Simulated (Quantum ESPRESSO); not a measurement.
Here is a Quantum ESPRESSO 7.5 calculation.

File pw.in:

```
&CONTROL
  calculation = 'scf'
  prefix = 'pwscf'
  outdir = './tmp'
  pseudo_dir = './pseudo'
  tprnfor = .true.
  tstress = .true.
  disk_io = 'nowf'
/
&SYSTEM
  ibrav = 0
  nat = 2
  ntyp = 2
  ecutwfc = 70
  nbnd = 22
  occupations = 'smearing'
  smearing = 'fd'
  degauss = 0.00367493
/
&ELECTRONS
  conv_thr = 4d-10
  electron_maxstep = 120
  mixing_beta = 0.5
/
ATOMIC_SPECIES
Hf   178.4900 Hf_ONCV_PBE-1.2.upf
C     12.0110 C_ONCV_PBE-1.2.upf
CELL_PARAMETERS angstrom
   0.0000000000    2.3250000000    2.3250000000
   2.3250000000    0.0000000000    2.3250000000
   2.3250000000    2.3250000000    0.0000000000
ATOMIC_POSITIONS crystal
Hf     0.5000000000    0.5000000000    0.5000000000
C      0.0000000000    0.0000000000    0.0000000000
K_POINTS automatic
6 6 6 0 0 0
```

Potentials or basis: SG15 PBE 1.2.

The run is started by

```bash
$ OMP_NUM_THREADS=1 mpirun -n 2 pw.x -nk 2 -in pw.in > pw.out
```

**Question.** What does it give for the band gap on the k mesh?

**Answer.** None (metal or under the smearing width).

Caveat: the k mesh is coarse (spacing up to 0.39 Å⁻¹), so the values aren't converged. Spin-orbit coupling is left out, which matters for the levels of Hf.
